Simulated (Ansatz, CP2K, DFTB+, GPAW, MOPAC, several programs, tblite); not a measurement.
# PbO: cheap methods against density-functional theory

Aim: run PbO through methods of unlike cost and see what each gets, and at what price.

Method: no spin polarisation, static lattice; gaps from single points on the cell relaxed beforehand with r²SCAN+rVV10, in MOPAC, DFTB+, tblite, CP2K, Ansatz, GPAW (versions at each run).

### Step 1. Starting point

It takes space group Pbcm (No. 57, orthorhombic). The conventional cell has a = 5.931 Å, b = 5.501 Å, c = 4.708 Å, α = 90.00°, β = 90.00°, γ = 90.00°. Pb (site symmetry m) is surrounded by 4 O at 2.23 to 2.46 Å. O (site symmetry m) has 4 Pb at 2.23 to 2.46 Å as nearest neighbours.

Coordinates:

```
Pb O
1.0
     5.93089    0.00000    0.00000
     0.00000    5.50124    0.00000
     0.00000    0.00000    4.70824
Pb O
4 4
Cartesian
  1.3629 -0.0592 1.1771
  4.5680 5.5604 3.5312
  1.3629 2.8098 3.5312
  4.5680 2.6915 1.1771
  5.1414 0.5089 1.1771
  0.7895 4.9923 3.5312
  5.1414 2.2417 3.5312
  0.7895 3.2595 1.1771
```

**Question.** The methods are PM6, PM7, GFN1-xTB (DFTB+), GFN1-xTB (tblite), GFN2-xTB (tblite), PBE/DZVP, PBE/SZV, coarse PBE, GLLB-SC, PBE, r2SCAN. What gap does r2SCAN give on this cell, and which other methods (full PBE left aside) come nearest to r2SCAN and farthest in gap?

| quantity | value |
| --- | --- |
| r2SCAN | gap 2.46 eV |
| gap: nearest and farthest of the other methods | GFN2-xTB (tblite) (-0.08 eV), PM7 (+6.15 eV) |

In words: Among the 9 methods compared for the gap (full PBE left aside), GFN2-xTB (tblite) is nearest to r2SCAN and PM7 farthest. A minimal basis or a coarse cutoff and mesh shifts results by its own error, so closeness to r2SCAN can be chance. Cluster runs see only the k-points that fold onto the zone centre, so their gaps can miss the band edges. GLLB-SC is compared with its derivative discontinuity added. GFN1-xTB appears twice: with a k mesh in DFTB+ and on a cluster in tblite, with other periodic electrostatics; the gaps differ by 0.84 eV, a measure of how far either can be trusted. No r2SCAN modulus is at hand, so moduli aren't ranked. CPU times run from 0.61 s (GFN1-xTB (DFTB+)) to 94 s (GLLB-SC). On this cell GLLB-SC cost more than r2SCAN itself (24 s), so it is no saving here. r2SCAN is a yardstick, not the truth: it usually gives gaps below the measured ones. Spin-orbit coupling is left out throughout.
